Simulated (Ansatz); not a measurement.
TiAl3: moving Al off its site

TiAl3, I4/mmm, a = 3.816 Å, c = 8.554 Å. Ansatz: PBEsol, PAW, 420 eV, Γ-centred 18×18×18 mesh on 4 atoms, Gaussian smearing 0.15 eV; no spin polarisation.

```
Ti Al
1.0
    -1.90777    1.90777    4.27700
     1.90777   -1.90777    4.27700
     1.90777    1.90777   -4.27700
Ti Al
1 3
Direct
  0.00000 0.00000 0.00000
  0.50000 0.50000 0.00000
  0.75000 0.25000 0.50000
  0.25000 0.75000 0.50000
```

Atom 2 (Al) moves by x along the unit vector (0.000, 0.000, 1.000), with its periodic images; all else is held. y is the free energy of the cell over the start, F the force along the path summed over the moved atoms. Symmetry makes y even in x.

```
 x (Å) y (meV) F (eV/Å)
-0.200     85.9      0.88
-0.100     21.1      0.42
 0.000      0.0      0.00
 0.025      1.3     -0.10
 0.050      5.3     -0.21
 0.075     11.8     -0.32
 0.125        ?         ?
 0.150     47.8     -0.65
 0.175     65.4     -0.76
```

Task: Fit y = c2 x² + c4 x⁴ to the energies of the other rows, give the force constant, and predict energy and force of the missing row.

Result: Least squares on the rows shown. y = 2096 x² + 1292 x⁴. The force constant is 2 c2 = 4.19 eV/Å² (for all images moving together, not for a lone atom). The force −dy/dx at the missing row is -0.53 eV/Å (computed -0.53). At x = 0.125 the fit asked for gives 33.1 meV. The run gave 33.1 meV, the same to the digits shown.

Cost: 9 runs of about 3.5 core-minutes in all, on Intel Xeon 6975P-C (Granite Rapids) (shared hosts).